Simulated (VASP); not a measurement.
# Ta2S (P4/mmm) in VASP: further runs

One crystal, Ta2S, is run at these levels: LDA; tasks: relaxation of cell and atoms.

All numbers are computed with VASP 6.6.1; they aren't measurements. Logs are shortened: lines on timing, memory, paths and dates and some standing lists are left out, and cuts for length are marked.

**1. The crystal as given**

The structure is tetragonal, space group P4/mmm (No. 123). Conventional cell: a = 2.805 Å, b = 2.805 Å, c = 7.534 Å, α = 90.00°, β = 90.00°, γ = 90.00°. Ta (site symmetry 4mm) is surrounded by 1 S at 2.37 Å. S (site symmetry 4/mmm) has 2 Ta at 2.37 Å as nearest neighbours.

The cell was built by a generator and needn't be a form met in nature.

**2. Relaxation of cell and atoms, LDA**

Input file INCAR:

```
ALGO = Normal
EDIFF = 1E-6
EDIFFG = -0.01
ENCUT = 600
IBRION = 2
ISIF = 3
ISMEAR = -1
LASPH = True
LCHARG = False
LREAL = False
LWAVE = False
NELM = 100
NSW = 40
PREC = Accurate
SIGMA = 0.05
```

Input file KPOINTS:

```
k-points
0
Gamma
  7 7 3
```

Input file POSCAR:

```
Ta2S
1.0
    2.8048100000      0.0000000000      0.0000000000
    0.0000000000      2.8048100000      0.0000000000
    0.0000000000      0.0000000000      7.5337200000
Ta S
2 1
Direct
    0.5000000000      0.5000000000      0.1859300000
    0.5000000000      0.5000000000      0.8140700000
    0.5000000000      0.5000000000      0.5000000000
```

Potentials or basis: VASP PAW LDA potentials, release 64 (Ta_pv, S).

The run is started by

```bash
> cat potpaw_LDA.64/Ta_pv/POTCAR potpaw_LDA.64/S/POTCAR > POTCAR
> mpirun -np 1 vasp_std > vasp.out
```

OUTCAR:

```text
EDIFF = 1E-6
   EDIFFG = -0.01
   ENCUT = 600
   IBRION = 2
   ISIF = 3
   ISMEAR = -1
   LASPH = True
   LREAL = False
   NELM = 100
   NSW = 40
   PREC = Accurate

 ion  position               nearest neighbor table
   1  0.500  0.500  0.186-   3 2.37   2 2.80
   2  0.500  0.500  0.814-   3 2.37   1 2.80
   3  0.500  0.500  0.500-   1 2.37   2 2.37

  LATTYP: Found a simple tetragonal cell.
 ALAT       =     2.8048100000
 C/A-ratio  =     2.6860001212

  Lattice vectors:

 A1 = (   2.8048100000,   0.0000000000,   0.0000000000)
 A2 = (   0.0000000000,   2.8048100000,   0.0000000000)
 A3 = (   0.0000000000,   0.0000000000,   7.5337200000)

Analysis of symmetry for initial positions (statically):
=====================================================================
 Subroutine PRICEL returns:
 Original cell was already a primitive cell.

 Routine SETGRP: Setting up the symmetry group for a
 simple tetragonal supercell.

 Subroutine GETGRP returns: Found 16 space group operations
 (whereof 16 operations were pure point group operations)
 out of a pool of 16 trial point group operations.

The static configuration has the point symmetry D_4h.

Analysis of symmetry for dynamics (positions and initial velocities):
=====================================================================
 Subroutine PRICEL returns:
 Original cell was already a primitive cell.

 Routine SETGRP: Setting up the symmetry group for a
 simple tetragonal supercell.

 Subroutine GETGRP returns: Found 16 space group operations
 (whereof 16 operations were pure point group operations)
 out of a pool of 16 trial point group operations.

The dynamic configuration has the point symmetry D_4h.

 Subroutine INISYM returns: Found 16 space group operations
 (whereof 16 operations are pure point group operations),
 and found     1 'primitive' translations

----------------------------------------------------------------------------------------

                                     Primitive cell

  volume of cell :      59.2675

  direct lattice vectors                    reciprocal lattice vectors
     2.804810000  0.000000000  0.000000000     0.356530389  0.000000000  0.000000000
     0.000000000  2.804810000  0.000000000     0.000000000  0.356530389  0.000000000
     0.000000000  0.000000000  7.533720000     0.000000000  0.000000000  0.132736550

  length of vectors
     2.804810000  2.804810000  7.533720000     0.356530389  0.356530389  0.132736550

  position of ions in fractional coordinates (direct lattice)
     0.500000000  0.500000000  0.185930000
     0.500000000  0.500000000  0.814070000
     0.500000000  0.500000000  0.500000000

  ion indices of the primitive-cell ions
   primitive index   ion index
                 1           1
                 2           2
                 3           3

----------------------------------------------------------------------------------------

 KPOINTS: k-points

Automatic generation of k-mesh.
 Grid dimensions read from file:
 generate k-points for:    7    7    3

 Generating k-lattice:

  Cartesian coordinates                     Fractional coordinates (reciprocal lattice)
     0.050932913  0.000000000  0.000000000     0.142857143  0.000000000  0.000000000
     0.000000000  0.050932913  0.000000000     0.000000000  0.142857143  0.000000000
     0.000000000  0.000000000  0.044245517     0.000000000  0.000000000  0.333333333

  Length of vectors
     0.050932913  0.050932913  0.044245517

  Shift w.r.t. Gamma in fractional coordinates (k-lattice)
     0.000000000  0.000000000  0.000000000

 Subroutine IBZKPT returns following result:
 ===========================================

 Found     20 irreducible k-points:

 Following reciprocal coordinates:
            Coordinates               Weight
  0.000000  0.000000  0.000000      1.000000
  0.142857  0.000000  0.000000      4.000000
  0.285714  0.000000  0.000000      4.000000
  0.428571  0.000000  0.000000      4.000000
  0.142857  0.142857  0.000000      4.000000
  0.285714  0.142857  0.000000      8.000000
[... 12 lines left out ...]
  0.428571  0.285714  0.333333     16.000000
  0.428571  0.428571  0.333333      8.000000
   k-points           NKPTS =     20   k-points in BZ     NKDIM =     20   number of bands    NBANDS=     18
   number of dos      NEDOS =    301   number of ions     NIONS =      3
   total plane-waves  NPLWV =  34560
   dimension x,y,z NGX =    24 NGY =   24 NGZ =   60
   dimension x,y,z NGXF=    48 NGYF=   48 NGZF=  120
   ions per type =               2   1
   NGX,Y,Z   is equivalent  to a cutoff of  14.23, 14.23, 13.24 a.u.
   NGXF,Y,Z  is equivalent  to a cutoff of  28.45, 28.45, 26.48 a.u.
 SYSTEM =  unknown system
   PREC   = accura    normal or accurate (medium, high low for compatibility)
   ISTART =      0    job   : 0-new  1-cont  2-samecut
   ICHARG =      2    charge: 1-file 2-atom 10-const
   ISPIN  =      1    spin polarized calculation?
   LNONCOLLINEAR =      F non collinear calculations
   LSORBIT =      F    spin-orbit coupling
   LASPH  =      T    aspherical Exc in radial PAW
   ENCUT  =  600.0 eV  44.10 Ry    6.64 a.u.   5.60  5.60 15.05*2*pi/ulx,y,z
   NELM   =    100;   NELMIN=  2; NELMDL= -5     # of ELM steps
   EDIFF  = 0.1E-05   stopping-criterion for ELM
   LREAL  =      F    real-space projection
   EDIFFG = -.1E-01   stopping-criterion for IOM
   NSW    =     40    number of steps for IOM
   IBRION =      2    ionic relax: 0-MD 1-quasi-New 2-CG
   NFREE  =      1    steps in history (QN), initial steepest desc. (CG)
   ISIF   =      3    stress and relaxation
   ISYM   =      2    0-nonsym 1-usesym 2-fastsym
   POTIM  = 0.5000    time-step for ionic-motion
   TEBEG  =    0.0;   TEEND  =   0.0 temperature during run
   PSTRESS=    0.0 pullay stress
   NELECT =      28.0000    total number of electrons
   NUPDOWN=      -1.0000    fix difference up-down
   EMIN   =  10.00;   EMAX   =-10.00  energy-range for DOS
   EFERMI =   0.00;   METHOD = LEGACY
   ISMEAR =    -1;   SIGMA  =   0.05  broadening in eV -4-tet -1-fermi 0-gaus
   EFERMI_NEDOS =   21; number of points for ismear=-14 and -15
   IALGO  =     38    algorithm
   IMIX   =      4    mixing-type and parameters
     AMIX     =   0.40;   BMIX     =  1.00
     AMIX_MAG =   1.60;   BMIX_MAG =  1.00
  volume/ion in A,a.u.               =      19.76       133.32
  Fermi-wavevector in a.u.,A,eV,Ry     =   1.275035  2.409466 22.119180  1.625714
  Thomas-Fermi vector in A             =   2.407770
   LORBIT       =      0    0 simple, 1 ext, 2 COOP (PROOUT), +10 PAW based schemes
   GGA     = CA    functional components
   LHFCALC =     F    Hartree Fock is set to
   AEXX    =    0.0000 exact exchange contribution
   IVDW    =     0    specifies the selected vdW correction
   LEPSILON=     F    determine dielectric tensor
   LRPA    =     F    only Hartree local field effects (RPA)
 conjugate gradient relaxation of ions
 non-spin polarized calculation
  energy-cutoff  :      600.00
  volume of cell :       59.27
 maximum number of plane-waves:      1991
 NGX is ok and might be reduce to    24
   NGX = 11   NGY = 11   NGZ = 31

--------------------------------------- Ionic step        1  -------------------------------------------

 number of electron      28.0000004 magnetization

 Free energy of the ion-electron system (eV)
  ---------------------------------------------------
  ext. energy  EPLUGINS =         0.00000000
  ---------------------------------------------------
  free energy    TOTEN  =       -28.29483801 eV

  energy without entropy =      -28.27767268  energy(sigma->0) =      -28.28625534

------------------------ aborting loop because EDIFF is reached ----------------------------------------

  FORCE on cell =-STRESS in cart. coord.  units (eV):
  Direction    XX          YY          ZZ          XY          YZ          ZX
  --------------------------------------------------------------------------------------
  -------------------------------------------------------------------------------------
  Total       -2.9950365     -2.9950365     -3.3058477      0.0000000      0.0000000      0.0000000
  in kB      -80.9648156    -80.9648156    -89.3669741      0.0000000      0.0000000      0.0000000
  external PRESSURE =     -83.7655351 kB  Pullay stress =       0.0000000 kB

 VOLUME and BASIS-vectors are now :
 -----------------------------------------------------------------------------
  energy-cutoff  :      600.00
  volume of cell :       59.27
      direct lattice vectors                 reciprocal lattice vectors
     2.804810000  0.000000000  0.000000000     0.356530389  0.000000000  0.000000000
     0.000000000  2.804810000  0.000000000     0.000000000  0.356530389  0.000000000
     0.000000000  0.000000000  7.533720000     0.000000000  0.000000000  0.132736550
[... 75 lines left out ...]
 POSITION                                       TOTAL-FORCE (eV/Angst)
 -----------------------------------------------------------------------------------
      1.37510      1.37510      1.37265         0.000000     -0.000000     -0.090625
      1.37510      1.37510      5.99918        -0.000000      0.000000      0.090625
      1.37510      1.37510      3.68591        -0.000000     -0.000000      0.000000
 -----------------------------------------------------------------------------------
    total drift:                                0.000000     -0.000000      0.000000

  FREE ENERGIE OF THE ION-ELECTRON SYSTEM (eV)
  ---------------------------------------------------
  free  energy   TOTEN  =       -28.3944829275 eV

  energy  without entropy=      -28.3787712742  energy(sigma->0) =      -28.38662710

[... ionic steps 4 to 8 ...]

--------------------------------------- Ionic step        9  -------------------------------------------

 number of electron      27.9999998 magnetization

------------------------ aborting loop because EDIFF is reached ----------------------------------------

  FORCE on cell =-STRESS in cart. coord.  units (eV):
  Direction    XX          YY          ZZ          XY          YZ          ZX
  --------------------------------------------------------------------------------------
  -------------------------------------------------------------------------------------
  Total       -0.0029911     -0.0029911     -0.0507464      0.0000000      0.0000000      0.0000000
  in kB       -0.0865955     -0.0865955     -1.4691744      0.0000000      0.0000000      0.0000000
  external PRESSURE =      -0.5474551 kB  Pullay stress =       0.0000000 kB

 VOLUME and BASIS-vectors are now :
 -----------------------------------------------------------------------------
  energy-cutoff  :      600.00
  volume of cell :       55.34
      direct lattice vectors                 reciprocal lattice vectors
     2.730637419 -0.000000000  0.000000000     0.366214860 -0.000000000 -0.000000000
     0.000000000  2.730637419 -0.000000000     0.000000000  0.366214860 -0.000000000
     0.000000000  0.000000000  7.421882821    -0.000000000  0.000000000  0.134736700
[... 38 lines left out ...]
 POSITION                                       TOTAL-FORCE (eV/Angst)
 -----------------------------------------------------------------------------------
      1.36526      1.36526      1.38049         0.000000      0.000000      0.014662
      1.36526      1.36526      6.04090        -0.000000     -0.000000     -0.014662
      1.36526      1.36526      3.71069         0.000000      0.000000      0.000000
 -----------------------------------------------------------------------------------
    total drift:                                0.000000     -0.000000      0.000000

  FREE ENERGIE OF THE ION-ELECTRON SYSTEM (eV)
  ---------------------------------------------------
  free  energy   TOTEN  =       -28.4039953174 eV

  energy  without entropy=      -28.3918465114  energy(sigma->0) =      -28.39792091

--------------------------------------- Ionic step       11  -------------------------------------------

 number of electron      27.9999998 magnetization

 Free energy of the ion-electron system (eV)
  ---------------------------------------------------
  ext. energy  EPLUGINS =         0.00000000
  ---------------------------------------------------
  free energy    TOTEN  =       -28.40400394 eV

  energy without entropy =      -28.39182128  energy(sigma->0) =      -28.39791261

 E-fermi :   5.7464     XC(G=0): -11.8959

 val. band max:        5.6386640295   @ k =   0.2857   0.1429   0.0000
 cond. band min:       5.7642427491   @ k =   0.2857   0.1429   0.0000
 fundamental gap:      0.1255787196
 Fermi energy:         5.7463790360

 k-point     1 :       0.0000    0.0000    0.0000
  band No.  band energies     occupation
      1     -28.8712      2.00000
      2     -28.2987      2.00000
      3     -27.6806      2.00000
      4     -27.6806      2.00000
      5     -27.6296      2.00000
      6     -27.6296      2.00000
[... 10 lines left out ...]
     17       9.5167      0.00000
     18       9.8594      0.00000
[... 419 lines left out ...]
 POSITION                                       TOTAL-FORCE (eV/Angst)
 -----------------------------------------------------------------------------------
      1.36548      1.36548      1.38099        -0.000000     -0.000000     -0.003192
      1.36548      1.36548      6.03856         0.000000      0.000000      0.003192
      1.36548      1.36548      3.70978        -0.000000      0.000000      0.000000
 -----------------------------------------------------------------------------------
    total drift:                                0.000000     -0.000000     -0.000000

  FREE ENERGIE OF THE ION-ELECTRON SYSTEM (eV)
  ---------------------------------------------------
  free  energy   TOTEN  =       -28.4040039412 eV

  energy  without entropy=      -28.3918212804  energy(sigma->0) =      -28.39791261

 reached required accuracy - stopping structural energy minimisation
```

It took 53 s on 1 thread of Intel Xeon 6975P-C (Granite Rapids), shared host; peak memory 0.18 GiB.

Results:

- Free energy: -28.4040 eV
- Relaxed volume: 18.45 Å³/atom
- Relaxed cell: a = 2.731 Å, b = 2.731 Å, c = 7.420 Å, α = 90.00°, β = 90.00°, γ = 90.00°
- Space group after relaxing (to 0.05 Å): P4/mmm (No. 123)
- Energy gained by relaxing: 36.4 meV/atom
- Ionic steps: 11
- Pressure after relaxing: 0.0 GPa
- Largest force after relaxing: 0.003 eV/Å
- Band gap on the k mesh: none (metal or under the smearing width)

Forces on the atoms (eV/Å):
```
Ta   0.000  0.000 -0.003
Ta   0.000  0.000  0.003
S    0.000  0.000  0.000
```

The path:
```csv
step,energy change (eV),largest force (eV/Å),pressure (GPa),volume (Å³)
1,0.0000,0.1146,-8.38,59.27
2,0.1331,0.5747,16.12,50.84
3,-0.0996,0.0906,-0.39,55.76
4,-0.0997,0.0968,-0.20,55.68
5,-0.0991,0.1291,0.55,54.90
6,-0.1091,0.0167,0.11,55.29
7,-0.1091,0.0190,0.10,55.28
8,-0.1092,0.0124,-0.03,55.35
9,-0.1092,0.0139,-0.05,55.34
10,-0.1092,0.0147,-0.04,55.33
11,-0.1092,0.0032,-0.01,55.34
```

Final structure:
```
Ta S
1.0
     2.73097    0.00000    0.00000
     0.00000    2.73097    0.00000
     0.00000    0.00000    7.41955
Ta S
2 1
Direct
  0.50000 0.50000 0.18613
  0.50000 0.50000 0.81387
  0.50000 0.50000 0.50000
```

Spin-orbit coupling is left out, which matters for the levels of Ta.

**3. Relaxation of cell and atoms, LDA, spin-orbit coupling, no magnetisation**

Edit INCAR of step 2 so:

```diff
@@ -4,2 +4,3 @@
 ENCUT = 600
+GGA_COMPAT = False
 IBRION = 2
@@ -9,4 +10,8 @@
 LCHARG = False
+LMAXMIX = 4
+LORBIT = 11
 LREAL = False
+LSORBIT = True
 LWAVE = False
+MAGMOM = 0 0 0 0 0 0 0 0 0
 NELM = 100
```

KPOINTS is that of step 2.

POSCAR is that of step 2.

Potentials or basis: VASP PAW LDA potentials, release 64 (Ta_pv, S).

The run is started by

```bash
> cat potpaw_LDA.64/Ta_pv/POTCAR potpaw_LDA.64/S/POTCAR > POTCAR
> mpirun -np 1 vasp_ncl > vasp.out
```

It took 5.6 min on 1 thread of Intel Xeon 6975P-C (Granite Rapids), shared host; peak memory 0.31 GiB.

The run converged. Its results:

* Free energy: -29.8787 eV
* Relaxed volume: 18.42 Å³/atom
* Relaxed cell: a = 2.729 Å, b = 2.729 Å, c = 7.422 Å, α = 90.00°, β = 90.00°, γ = 90.00°
* Space group after relaxing (to 0.05 Å): P4/mmm (No. 123)
* Energy gained by relaxing: 37.4 meV/atom
* Ionic steps: 11
* Pressure after relaxing: 0.0 GPa
* Valence electrons inside the program's atomic spheres: Ta 9.04; S 3.65

The path:
| step | energy change (eV) | largest force (eV/Å) | pressure (GPa) | volume (Å³) |
| --- | --- | --- | --- | --- |
| 1 | 0.0000 | 0.1117 | -8.42 | 59.27 |
| 2 | 0.1256 | 0.5999 | 16.01 | 50.80 |
| 3 | -0.1021 | 0.0836 | -0.36 | 55.68 |
| 4 | -0.1021 | 0.0890 | -0.20 | 55.60 |
| 5 | -0.1024 | 0.1329 | 0.54 | 54.81 |
| 6 | -0.1121 | 0.0303 | 0.12 | 55.20 |
| 7 | -0.1121 | 0.0332 | 0.12 | 55.20 |
| 8 | -0.1122 | 0.0186 | -0.06 | 55.27 |
| 9 | -0.1122 | 0.0180 | -0.08 | 55.28 |
| 10 | -0.1122 | 0.0106 | -0.01 | 55.26 |
| 11 | -0.1122 | 0.0008 | -0.04 | 55.27 |

Final structure:
```
Ta S
1.0
     2.72874    0.00000    0.00000
     0.00000    2.72874    0.00000
     0.00000    0.00000    7.42233
Ta S
2 1
Cartesian
  1.3644 1.3644 1.3824
  1.3644 1.3644 6.0399
  1.3644 1.3644 3.7112
```
